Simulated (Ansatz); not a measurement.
# How AlP (F-43m) expands on warming

Wanted: α(T), C_P(T) and B(T) of AlP in the quasi-harmonic approximation.

Experimental results on record:
- heat capacity C_P per formula unit 42 J/mol/K and bulk modulus 86 GPa near room temperature (given in “High-Throughput Prediction of Finite-Temperature Properties using the Quasi-Harmonic Approximation”, 2016, arXiv:1603.06924)

Main program and level: Ansatz 0.2.0; DFT PBE, scalar-relativistic, plane waves, PAW, in the first sound run; inputs show where later runs differ.

The database entry behind the starting cell differs from later determinations by our own check (0.1 to 0.3 % short, probably kX units), so it need not match the best structure at ambient conditions.

### Step 1. The starting structure

Symmetry: F-43m, No. 216, cubic system. Conventional cell: a = 5.451 Å, b = 5.451 Å, c = 5.451 Å, α = 90.00°, β = 90.00°, γ = 90.00°. Al has 4 P at 2.36 Å nearest. Nearest to P lie 4 Al at 2.36 Å. Farther neighbours are not listed.

### Step 2. A first coarse run

A cheap single point shows whether the cell is a metal or an insulator and how far it is from rest; that sets the k-mesh and the occupations of what follows.

Input file input.yaml:

```yaml
crystal:
  lattice:
    - [0.0, 2.7255, 2.7255]
    - [2.7255, 0.0, 2.7255]
    - [2.7255, 2.7255, 0.0]
  atoms:
    - { symbol: Al, position: [0.0, 0.0, 0.0] }
    - { symbol: P, position: [0.25, 0.25, 0.25] }
kpoints:
  mp_grid: { grid: [6, 6, 6] }
hamiltonian:
  xc: pbe
scf:
  occupations: { method: gaussian, width: 0.1 }
output:
  forces: true
  stress: true
  eigenvalues: true
```

Command:

```
ansatz run input.yaml --threads 4 --pin off --max-ram 16384MiB --backend cpu --events-out ev --progress --plain --runs-dir out
```

Numbers of over 12 decimals in the logs are rounded to 6 here.

Output:

```text
Engine: ansatz 0.2.0, x86_64-unknown-linux-gnu
Pseudopotentials: kind: paw
Pseudopotential: Al, paw, valence charge 3, recommended cutoff 420 eV (normal), Al.paw.azcp
Pseudopotential: P, paw, valence charge 5, recommended cutoff 420 eV (normal), P.paw.azcp
Functional definition: PBE
  parameter kappa = 0.804
  parameter beta = 0.066725
  exchange = pbe_x(kappa = kappa, mu = beta*pi^2/3)
  correlation = pbe_c(beta = beta)
Crystal: 2 atoms, lattice volume = 40.492 Å³
Basis set: ecut = 420 eV, 749 PW (Γ), exchange–correlation on 54×54×54 points (8 copies of the dense FFT grid, shifted against one another)
Bands: 8, of which v1, the nominal top of the filled ones, is band 4 counted from 1 (3 counted from 0)
Symmetry: 24 space group operations
Space group: F-43m (ITA 216), of the structure as read, at distance tolerance 3.4e-5 Å
k-points: 16 of 216 (time reversal used)
Non-local potential: Al, projectors of the file, l = 0: 2, l = 1: 2, l = 2: 1
Non-local potential: P, projectors of the file, l = 0: 2, l = 1: 2, l = 2: 2
PAW form: soft (Blöchl's): semilocal exchange-correlation on the pseudo side does not see the compensation charge
PAW one-centre angular grid: Al, 110 points (default); XC on 64 Gauss nodes
PAW one-centre angular grid: P, 110 points (default); XC on 64 Gauss nodes
Initial density: superposition of atomic densities (neutral atoms: chi_scale 0, normalization atom), corrected by the library's trained network
Initial wavefunctions: pseudopotential atomic-orbital guess
Functional: x = pbe(κ = 0.804, μ = 0.219515), c = pbe(β = 0.066725)
SCF iter   1: F=—  HF=-1294.424934 eV  |F-HF|=—  |Δ(HF+E_count)|=         —  Δρ=1.03e-3  dr2=6.52e-4  ethr=1.77e-3  ⟨swp⟩=5.9  Hψ=1152  notcnv=0
preconditioner: auto → none  [insulator: Δε(μ)=1.557 eV  Ē_g=9.996 eV  σ=0.100 eV  W_gap=1.00  n_scr=8 (ndim 8)  ℏωp=16.5 eV  f_vac=0.000  D(μ)=0.00/eV (n_scr^D=0)  ε∞_Penn≈3.7]
SCF iter   2: F=—  HF=-1294.424926 eV  |F-HF|=—  |Δ(HF+E_count)|=   7.74e-6  Δρ=3.32e-4  dr2=3.16e-5  ethr=8.15e-6  ⟨swp⟩=2.2  Hψ=322  notcnv=0
SCF iter   3: F=—  HF=-1294.424982 eV  |F-HF|=—  |Δ(HF+E_count)|=   5.61e-5  Δρ=1.28e-4  dr2=3.80e-6  ethr=3.95e-7  ⟨swp⟩=2.3  Hψ=192  notcnv=0
SCF iter   4: F=—  HF=-1294.424990 eV  |F-HF|=—  |Δ(HF+E_count)|=   7.73e-6  Δρ=2.08e-5  dr2=2.84e-7  ethr=4.75e-8  ⟨swp⟩=2.2  Hψ=188  notcnv=0
iter 5 did not close the SCF: its close was put off for the readings that it lacked (scf_convergence_deferred on its scf_iter line)
SCF iter   5: F=-1294.424990 eV  HF=-1294.424990 eV  |F-HF|=2.38e-9  |Δ(HF+E_count)|=   1.03e-7  Δρ=3.51e-6  dr2=3.48e-9  ethr=3.55e-9  ⟨swp⟩=2.8  Hψ=192  notcnv=0
SCF iter   6: F=-1294.424990 eV  HF=-1294.424990 eV  |F-HF|=1.96e-10  |Δ(HF+E_count)|=   3.28e-9  Δρ=8.16e-7  dr2=3.78e-10  ethr=4.35e-11  ⟨swp⟩=3.8  Hψ=752  notcnv=0
SCF 1 converged in 6 iterations: F = -1294.424990 eV  dr2 = 3.78e-10
  greatest PAW one-centre occupation: 0.780 electrons in one spin orbital (limit 2), on the P atom at site 1 (counted from 0), in its partial waves of l = 0
SCF converged after 6 iterations
Free energy (F): -1294.424990 eV
Harris-Foulkes:  -1294.424990 eV  (|F-HF|=1.96e-10)
Internal energy: -1294.424990 eV  (E = F + TS)
E sigma→0 (E₀):  -1294.424990 eV
Fermi energy:    5.881543 eV
--- Per-component energies (eV) ---
  E_band       = 5.164263
  E_kinetic    = 94.149181
  E_local      = -81.898992  (includes V_loc(G=0)·N_el)
  E_nonlocal   = 44.708535
  E_hartree    = 24.923403
  E_xc         = -101.683113
  E_vxc        = -90.245696  (∫ρ·V_xc dr)
  E_paw        = -1036.950091  (= ΣΔE_a)
  E_vpaw       = -11.395497  (= ΣTr[D̂ρ^β])
  E_aug_tail   = 0.000001  (compensation charges beyond the density's cutoff)
  E_ewald      = -237.673915
  E_smearing   = -0.000000  (= −TS)
  E_closure    = 0.000000  (closes the sum)
  Σ components = -1294.424990   (vs F -1294.424990, Δ=0.00e0)
--- Forces (eV/Å), atoms counted from 1 ---
  atom   1  Al     0.00000000     0.00000000     0.00000000
  atom   2  P     -0.00000000     0.00000000     0.00000000
  max |Σ_I F_I| component: 5.55e-17 eV/Å
--- Stress (GPa, compression-positive) ---
        2.779317       0.000000      -0.000000
        0.000000       2.779317       0.000000
       -0.000000       0.000000       2.779317
  P = ⅓ Tr σ = 2.7793 GPa (27.793 kbar)
--- Band table (eV; the first three rows and the last of 16) ---
  k-point 0: bands = ["-6.4316", "5.0972", "5.0972", "5.0972", "8.4465", "9.6646", "9.6646", "9.6646"]
  k-point 1: bands = ["-6.1269", "3.2244", "4.8543", "4.8543", "8.7502", "10.0989", "10.0989", "10.7871"]
  k-point 2: bands = ["-5.3328", "0.7492", "4.4824", "4.4824", "8.1713", "10.1432", "10.1432", "13.0574"]
  k-point 15: bands = ["-4.0355", "0.0446", "2.1764", "2.4202", "8.4100", "9.4142", "12.7635", "13.1083"]
```

The job ended after 0.21 s (4 threads of Intel Xeon 6975P-C (Granite Rapids), shared host; peak memory 0.34 GiB).

This step gave:

* pressure: 2.779 GPa
* gap on the k-mesh: 1.569 eV
* volume per atom: 20.25 Å³

The start is under 2.8 GPa at this level and looks like an insulator or semiconductor on this mesh.

### Step 3. Relaxation

Phonons are second derivatives about a minimum, so cell and atoms are relaxed first, inside the symmetry of the start.

input.yaml, the sections that differ from step 2:

```yaml
kpoints:
  mp_grid: { grid: [8, 8, 8] }
scf:
  occupations: { method: gaussian, width: 0.02 }
relax:
  adjacent_minimum: "off"
  f_tol: 0.005
  max_steps: 80
  cell: { stress_tol: 0.05 }
# crystal, hamiltonian, output: as in step 2
```

Output:

```text
[...]
Crystal: 2 atoms, lattice volume = 40.492 Å³
Basis set: ecut = 420 eV, 749 PW (Γ), exchange–correlation on 54×54×54 points (8 copies of the dense FFT grid, shifted against one another)
Bands: 8, of which v1, the nominal top of the filled ones, is band 4 counted from 1 (3 counted from 0)
Symmetry: 24 space group operations
[...]
k-points: 29 of 512 (time reversal used)
[...]
SCF iter   1: F=—  HF=-1294.432699 eV  |F-HF|=—  |Δ(HF+E_count)|=         —  Δρ=1.22e-3  dr2=9.77e-4  ethr=1.77e-3  ⟨swp⟩=6.4  Hψ=2242  notcnv=0
[...]
SCF iter   6: F=-1294.432648 eV  HF=-1294.432648 eV  |F-HF|=2.60e-10  |Δ(HF+E_count)|=   1.54e-9  Δρ=9.63e-7  dr2=5.28e-10  ethr=4.38e-11  ⟨swp⟩=3.1  Hψ=1249  notcnv=0
SCF 1 converged in 6 iterations: F = -1294.432648 eV  dr2 = 5.28e-10
[...]
relax step   1: F+E_penalty+E_count = -1294.43264841 eV  Δ(F+E_penalty+E_count) = +0.000e0 eV  max|allowed force component| = 1.850e-16 eV/Å  Δτ_max = 0.0000 Å  P = +2.742 GPa  Ω = 40.492 Å³  (6 SCF iters, dr2 threshold 1.00e-7 eV, accepted)
Crystal: 2 atoms, lattice volume = 41.426 Å³
Basis set: ecut = 420 eV, 869 PW (Γ), exchange–correlation on 54×54×54 points (8 copies of the dense FFT grid, shifted against one another)
[...]
iter 1 solved again at ethr=1.32e-5 eV; its pass at ethr=3.10e-3 eV (dr2=1.06e-3 eV) is discarded
[...]
SCF iter   5: F=-1294.442348 eV  HF=-1294.442348 eV  |F-HF|=1.97e-9  |Δ(HF+E_count)|=   2.39e-7  Δρ=1.72e-6  dr2=1.40e-9  ethr=2.50e-9  ⟨swp⟩=6.9  Hψ=1355  notcnv=0
SCF 2 converged in 5 iterations: F = -1294.442348 eV  dr2 = 1.40e-9
[...]
relax step   2: F+E_penalty+E_count = -1294.44234796 eV  Δ(F+E_penalty+E_count) = -9.700e-3 eV  max|allowed force component| = 4.048e-17 eV/Å  Δτ_max = 0.0000 Å  P = +0.688 GPa  Ω = 41.426 Å³  energy of the carried Pulay correction = -1.844e-4 eV  (5 SCF iters, dr2 threshold 2.00e-7 eV, accepted)
Crystal: 2 atoms, lattice volume = 41.748 Å³
[...]
SCF iter   4: F=-1294.443005 eV  HF=-1294.443005 eV  |F-HF|=2.40e-8  |Δ(HF+E_count)|=   1.09e-7  Δρ=9.57e-6  dr2=2.77e-8  ethr=2.50e-9  ⟨swp⟩=7.0  Hψ=1380  notcnv=0
SCF 3 converged in 4 iterations: F = -1294.443005 eV  dr2 = 2.77e-8
relax step   3: F+E_penalty+E_count = -1294.44300516 eV  Δ(F+E_penalty+E_count) = -6.572e-4 eV  max|allowed force component| = 8.327e-17 eV/Å  Δτ_max = 0.0000 Å  P = +0.031 GPa  Ω = 41.748 Å³  energy of the carried Pulay correction = -2.471e-4 eV  (4 SCF iters, dr2 threshold 2.00e-7 eV, accepted)
[...]
SCF iter   5: F=-1294.443299 eV  HF=-1294.443299 eV  |F-HF|=1.02e-11  |Δ(HF+E_count)|=  8.39e-11  Δρ=1.21e-7  dr2=2.51e-12  ethr=1.00e-12  ⟨swp⟩=6.8  Hψ=1202  notcnv=0
SCF 4 converged in 5 iterations: F = -1294.443299 eV  dr2 = 2.51e-12
relax step   4: F+E_penalty+E_count = -1294.44329872 eV  Δ(F+E_penalty+E_count) = -2.936e-4 eV  max|allowed force component| = 6.592e-17 eV/Å  Δτ_max = 0.0000 Å  P = +0.044 GPa  Ω = 41.748 Å³  stress off target by 4.39e-2 GPa  SCF on the basis re-selected at this cell (its energy is not comparable with the rows above)  (5 SCF iters)
basis re-selected at this cell: Δ(F+E_penalty+E_count) = -2.936e-4 eV, ΔP = +0.013 GPa vs the last step (what re-selecting the basis moved, of the pressure what is left beyond the Pulay correction that the steps carried, after the strain that the cell walked since its last selection, with what the two solves' SCF thresholds leave and, on support functions, any second-order correction that the steps lacked; it is no m [...]
SCF converged after 5 iterations
Free energy (F): -1294.443299 eV
[...]
Internal energy: -1294.443299 eV  (E = F + TS)
E sigma→0 (E₀):  -1294.443299 eV
Fermi energy:    5.616745 eV
[...]
--- Stress (GPa, compression-positive) ---
        0.043866       0.000000       0.000000
       -0.000000       0.043866       0.000000
       -0.000000       0.000000       0.043866
  P = ⅓ Tr σ = 0.0439 GPa (0.439 kbar)
--- Band table (eV; the first three rows and the last of 29) ---
[...]
--- Relaxed structure (3 steps of the walk, 3 accepted, 1 SCFs on fresh bases) ---
  F+E_penalty+E_count = -1294.44329872 eV   max|allowed force component| = 6.592e-17 eV/Å   (the final SCF, on the basis selected at the relaxed cell)
  cell:  # Å, volume = 41.7482 Å³
    - [0, 2.753401, 2.753401]
    - [2.753401, 0, 2.753401]
    - [2.753401, 2.753401, 0]
  atoms:
    - { symbol: Al, position: [0, 0, 0] }
    - { symbol: P, position: [0.250000, 0.250000, 0.250000] }
```

Wall time 1.1 s (4 threads); peak memory 0.35 GiB.

The steps of the relaxation:

```
step  energy less that of the first step (eV)  largest force component (eV/Å)  pressure (GPa)  volume (Å³)
   1                                   0.0000                          0.0000            2.74        40.49
   2                                  -0.0097                          0.0000            0.69        41.43
   3                                  -0.0104                          0.0000            0.03        41.75
  4*                                  -0.0107                          0.0000            0.04        41.75
```

Relaxation steps marked * repeat the geometry before them on a plane-wave basis chosen anew for their cell, so energy and pressure can jump there.

Forces are held to the 24 operations that the run works with; a distortion that breaks them can't arise in this run.

```
conventional cell, symmetrised  before  after  change
                         a (Å)   5.451  5.507  +1.0 %
                         b (Å)   5.451  5.507  +1.0 %
                         c (Å)   5.451  5.507  +1.0 %
              volume (Å³/atom)   20.25  20.87  +3.1 %
```

The relaxed structure:

```cif
data_structure
_symmetry_space_group_name_H-M 'P 1'
_symmetry_Int_Tables_number 1
_cell_length_a 3.8939
_cell_length_b 3.8939
_cell_length_c 3.8939
_cell_angle_alpha 60.000
_cell_angle_beta 60.000
_cell_angle_gamma 60.000
_cell_volume 41.75
loop_
_atom_site_label
_atom_site_type_symbol
_atom_site_fract_x
_atom_site_fract_y
_atom_site_fract_z
_atom_site_occupancy
Al1 Al 0.00000 0.00000 0.00000 1
P2 P 0.25000 0.25000 0.25000 1
```

Numbers from this step:

```yaml
pressure: 0.04387 GPa
gap_on_the_k_mesh: 1.631 eV
volume_per_atom: 20.87 Å³
```

The relaxation ends with a pressure of 0.04 GPa.

### Step 4. Relaxing to small residual forces and stress

The thresholds are tightened for a last relaxation ahead of the phonons, and where mesh or smearing change with them the cell follows.

input.yaml, the sections that differ from step 3:

```yaml
crystal:
  lattice:
    - [0.0, 2.7534005825, 2.7534005825]
    - [2.7534005825, 0.0, 2.7534005825]
    - [2.7534005825, 2.7534005825, 0.0]
  atoms:
    - { symbol: Al, position: [0.0, 0.0, 0.0] }
    - { symbol: P, position: [0.25, 0.25, 0.25] }
scf:
  occupations: { method: fixed }
relax:
  adjacent_minimum: "off"
  f_tol: 0.001
  max_steps: 60
  cell: { stress_tol: 0.01 }
# kpoints, hamiltonian, output: as in step 3
```

Output:

```text
[...]
Crystal: 2 atoms, lattice volume = 41.748 Å³
Basis set: ecut = 420 eV, 869 PW (Γ), exchange–correlation on 54×54×54 points (8 copies of the dense FFT grid, shifted against one another)
Bands: 8, of which v1, the nominal top of the filled ones, is band 4 counted from 1 (3 counted from 0)
Symmetry: 24 space group operations
[...]
k-points: 29 of 512 (time reversal used)
[...]
-0.000000       0.000000       0.000087
  P = ⅓ Tr σ = 0.0001 GPa (0.001 kbar)
--- Band table (eV; the first three rows and the last of 29) ---
[...]
--- Relaxed structure (3 steps of the walk, 3 accepted, 1 SCFs on fresh bases) ---
[...]
cell:  # Å, volume = 41.7703 Å³
    - [0, 2.753886, 2.753886]
    - [2.753886, 0, 2.753886]
    - [2.753886, 2.753886, 0]
  atoms:
    - { symbol: Al, position: [0, 0, 0] }
    - { symbol: P, position: [0.25, 0.25, 0.25] }
[key lines of the parts left out:]
SCF converged after 6 iterations
Free energy (F): -1294.443302 eV
Fermi energy:    4.796196 eV
```

Elapsed: 0.99 s, on 4 threads; peak memory 0.38 GiB.

Little changed from the start: no atom moved by 0.005 Å and no cell edge by 0.1 %.

This step gave:

| Item | Value |
| --- | --- |
| pressure | 8.67e-5 GPa |
| gap on the k-mesh | 1.632 eV |
| volume per atom | 20.89 Å³ |

The residual pressure is 8.7e-5 GPa, small enough for phonons.

[end of part 1 of 2]

[Logs are printed without paths, hosts, clocks, repeated set-up lines and the standing remarks that a program may print on its own settings, such as how far it seeks lower states.]

[Hosts, paths, dates, database ids (printed as entryN), source tags and the programs' standing remarks are cut or masked in the printed files.]

[A step with changed settings may run another functional than the one named; its input shows which.]
